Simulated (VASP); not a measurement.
Here is a VASP 6.6.1 calculation.

INCAR

```
ALGO     = Normal         # electronic algorithm
DIPOL    = 0.5 0.5 0.500
EDIFF    = 1E-6           # SCF threshold, eV
ENCUT    = 600            # plane-wave cutoff, eV
GGA      = PE             # functional
IDIPOL   = 3            
ISIF     = 2              # what is computed and relaxed
ISMEAR   = -1             # smearing method
LASPH    = True           # aspherical terms in the spheres
LCHARG   = True           # write CHGCAR
LDIPOL   = True         
LELF     = True           # ELF
LREAL    = False          # projectors in reciprocal space
LVACPOTAV= True         
LVHAR    = True         
LWAVE    = False          # write WAVECAR
NBANDS   = 20             # bands
NELM     = 100            # most SCF steps
PREC     = Accurate       # precision mode
SIGMA    = 0.05           # smearing width, eV
```

The input KPOINTS:

```
k-points
0
Gamma
  7 7 1
```

POSCAR

```
K
1.0
    4.7251254772      0.0000000000      0.0000000000
   -2.2093571875      4.1767872334      0.0000000000
    0.0000000000      0.0000000000     22.8117980100
K
3
Direct
    0.1793869800      0.8206130200      0.3287772405
    0.8206130200      0.1793869800      0.5000000000
    0.1793869800      0.8206130200      0.6712227595
```

Potentials or basis: VASP PAW PBE potentials, release 64 (K_sv).

Launch:

```bash
$ cat potpaw_PBE.64/K_sv/POTCAR > POTCAR
$ mpirun -np 1 vasp_std > vasp.out
```

Question: What does it give for the work function of the lower face?

Answer: 2.38 eV.

Question: What does it give for the band gap on the k mesh?

Answer: None (metal or under the smearing width).

Question: Predict the largest force.

Answer: 0.031 eV/Å.

Forces on the atoms (eV/Å):
```
K   -0.001  0.001  0.031
K    0.002 -0.001  0.000
K   -0.001  0.001 -0.031
```
